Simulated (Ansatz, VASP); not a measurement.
# One calculation of Si, two programs

```
Si
1.0
     2.19903    0.00000    0.00000
     0.00000    2.19903    0.00000
     0.00000    0.00000    2.19903
Si
1
Cartesian
  0.0000 0.0000 0.0000
```

Change from the starting cell: volume scaled by 0.68, PAW files.

Alike in both runs: task single point; functional LDA; k mesh 16 × 16 × 16; occupations fermi-dirac, width 0.1 eV; no spin polarisation.

```csv
,VASP,Ansatz
version,VASP 6.6.1,Ansatz 0.2.0
potentials or method,"VASP PAW LDA potentials, release 64 (Si)","PAW with Ansatz's default frozen-core files, scalar-relativistic"
plane-wave cutoff (eV),520,420
valence electrons in the cell,4,4
```

|  | VASP | Ansatz | Ansatz less VASP |
| --- | --- | --- | --- |
| pressure (GPa) | 92.7 | 92.3 | -0.45 |

Caveats: the cell as given lies far from equilibrium; so large a pressure means that the cell lies far from this level's equilibrium, or that cutoff or potentials fall short (VASP).
